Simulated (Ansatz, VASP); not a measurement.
# Sb: VASP beside Ansatz

```xyz
1
Lattice="0.0000 2.3712 2.3712 2.3712 0.0000 2.3712 2.3712 2.3712 0.0000" Properties=species:S:1:pos:R:3 pbc="T T T"
Sb    0.0000    0.0000    0.0000
```

This isn't the form of Sb at room conditions, which is rhombohedral.

Alike in both runs: task single point; functional PBE-based screened hybrid; k mesh 5 × 5 × 5; occupations fermi-dirac, width 0.05 eV; no spin polarisation.

|  | VASP | Ansatz |
| --- | --- | --- |
| version | VASP 6.6.1 | Ansatz 0.2.0 |
| potentials or method | VASP PAW PBE potentials, release 64 (Sb) | Ansatz PAW |
| plane-wave cutoff (eV) | 520 | 420 |
| valence electrons in the cell | 5 | 15 |

```tsv
	VASP	Ansatz	Ansatz less VASP
gap on the k mesh at the Fermi level (eV)	none	none	-
pressure (GPa)	-0.6	0.2	+0.81
```

A gap of «none» marks a metal or a gap that the smearing closes. The two sets of potentials don't hold the same shells in valence.

Caveats: the k mesh is coarse (spacing up to 0.46 Å⁻¹), so the values aren't converged (VASP); the PAW data sets were made with another functional, which shifts forces and pressure a little (VASP); the k mesh is coarse (spacing up to 0.46 Å⁻¹), so the values aren't converged, least of all with exact exchange (Ansatz); the PAW data sets come from PBE, with cores solved anew for the run's functional, which leaves a small shift of forces and pressure (Ansatz); the thresholds are loose for stress (Ansatz). Spin-orbit coupling is left out, which matters for the levels of Sb.
